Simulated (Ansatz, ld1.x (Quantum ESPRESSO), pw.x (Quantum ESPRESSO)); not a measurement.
# pw.x on sc P: one setting changed

Potential: PAW, ld1.x (Quantum ESPRESSO) 7.5, PBE; core [Ne], reference 3s2 3p3; waves: 3s (bound): rcut 1.35, rcutus 1.60 bohr; 3s channel at 2.45 Ry: rcut 1.35, rcutus 1.60 bohr; 3p (bound): rcut 1.75, rcutus 1.95 bohr; 3p channel at 4.45 Ry: rcut 1.75, rcutus 1.95 bohr; 3d channel at 0.25 Ry: rcut 1.80, rcutus 2.00 bohr; local part: all-electron potential smoothed inside 1.50 bohr (lloc = -1); core correction: none; augmentation: PSQ, radius 1.45 bohr.

The reference run (k-mesh 13³, cutoffs 40/400 Ry, Fermi–Dirac 0.01 Ry, mixing_beta 0.4, conv_thr 1e-9, no spin) gives 0.52 GPa at 14.621 Å³/atom, where all-electron LAPW gives 0.27 GPa. This run, with its own iteration cap, changes k-mesh shift to 1.

```
&control
  calculation='scf', prefix='x', pseudo_dir='./', outdir='./tmp', tstress=.true., disk_io='none'
/
&system
  ibrav=0, nat=1, ntyp=1, ecutwfc=40, ecutrho=400, nbnd=9,
  occupations='smearing', smearing='fd', degauss=0.01
/
&electrons
  conv_thr=1e-09, mixing_beta=0.4, electron_maxstep=60
/
ATOMIC_SPECIES
P 1.0 P.UPF
CELL_PARAMETERS angstrom
  2.44526365 0.00000000 0.00000000
  0.00000000 2.44526365 0.00000000
  0.00000000 0.00000000 2.44526365
ATOMIC_POSITIONS crystal
P 0.0000 0.0000 0.0000
K_POINTS automatic
13 13 13 1 1 1
```

```bash
pw.x < P.scf.in > P.scf.out
```

Task: How does the run end?

Result: It converges in 7 iterations; the free energy moves by +3.7 meV/atom and the pressure by +0.10 GPa.

```
Message from routine setup:
     using ibrav=0 with symmetry is DISCOURAGED, use correct ibrav instead
     lattice parameter (alat)  =       4.6209  a.u.
     unit-cell volume          =      98.6674 (a.u.)^3
     number of electrons       =         5.00
     number of Kohn-Sham states=            9
     kinetic-energy cutoff     =      40.0000  Ry
     charge density cutoff     =     400.0000  Ry
     scf convergence threshold =      1.0E-09
     Exchange-correlation= SLA  PW   PBX  PBC
     number of k points=    84  Fermi-Dirac smearing, width (Ry)=  0.0100
     iteration #  1     ecut=    40.00 Ry     beta= 0.40
     total energy              =     -55.52767312 Ry
     estimated scf accuracy    <       0.00508780 Ry
     iteration #  2     ecut=    40.00 Ry     beta= 0.40
     total energy              =     -55.52801591 Ry
     estimated scf accuracy    <       0.00184971 Ry
     iteration #  3     ecut=    40.00 Ry     beta= 0.40
     total energy              =     -55.52804114 Ry
     estimated scf accuracy    <       0.00000251 Ry
     iteration #  4     ecut=    40.00 Ry     beta= 0.40
     total energy              =     -55.52804160 Ry
     estimated scf accuracy    <       0.00000015 Ry
     iteration #  5     ecut=    40.00 Ry     beta= 0.40
     total energy              =     -55.52804164 Ry
     estimated scf accuracy    <       0.00000002 Ry
     iteration #  6     ecut=    40.00 Ry     beta= 0.40
     total energy              =     -55.52804165 Ry
     estimated scf accuracy    <          1.9E-09 Ry
     iteration #  7     ecut=    40.00 Ry     beta= 0.40
     the Fermi energy is    10.9060 ev
!    total energy              =     -55.52804165 Ry
     estimated scf accuracy    <          3.4E-11 Ry
     smearing contrib. (-TS)   =      -0.00156425 Ry
     convergence has been achieved in   7 iterations
          total   stress  (Ry/bohr**3)                   (kbar)     P=        6.15
     Message from routine punch:
     Nothing written, as per user request (disk_io='none')
```

The run took about 3.8 s on one core of a shared host (Neoverse-V2, 96 threads, 742 GiB, load 62).
